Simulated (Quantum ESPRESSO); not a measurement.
# TiAl under changes of volume

One of the cells (16.065 Å³/atom); the others are scaled copies at fixed shape and fractional positions:

```
Ti Al
1.0
     3.17906    0.00000    0.00000
     0.00000    3.17906    0.00000
     0.00000    0.00000    3.17906
Ti Al
1 1
Direct
  0.00000 0.00000 0.00000
  0.50000 0.50000 0.50000
```

The cell comes from a database or a generator and needn't be the stable form of this composition.

| Quantity | Value |
| --- | --- |
| Program | Quantum ESPRESSO 7.5 |
| Functional | PBEsol |
| Potentials or basis | GBRV 1.5 PBEsol |
| Cutoff | 612 eV |
| Density cutoff | 4898 eV |
| k mesh | 8 × 8 × 8 |
| Occupations | fermi-dirac, width 0.05 eV |
| Spin | no spin polarisation |

```tsv
volume (Å³/atom)	energy over the lowest point (meV/atom)	pressure (GPa)
15.101	9.20	5.1
15.422	?	?
15.743	0.00	-0.2
16.065	2.88	-2.5
16.386	10.11	-4.6
16.707	21.28	-6.4
17.028	36.00	-8.1
```

What does the run at 15.422 Å³/atom give?

Energy over the lowest point 1.93 meV/atom; pressure 2.3 GPa.

Worked out: A Birch-Murnaghan fit of order 3 (a polynomial in V^(-2/3)) to the other rows has its minimum at 15.71 Å³/atom with B0 = V·E''(V) = 119 GPa and B' = 3.9. It gives 1.94 meV/atom at 15.422 Å³/atom, against the run's 1.93, and -dE/dV = 2.3 GPa, against 2.3.

Energies are extrapolated to zero smearing.
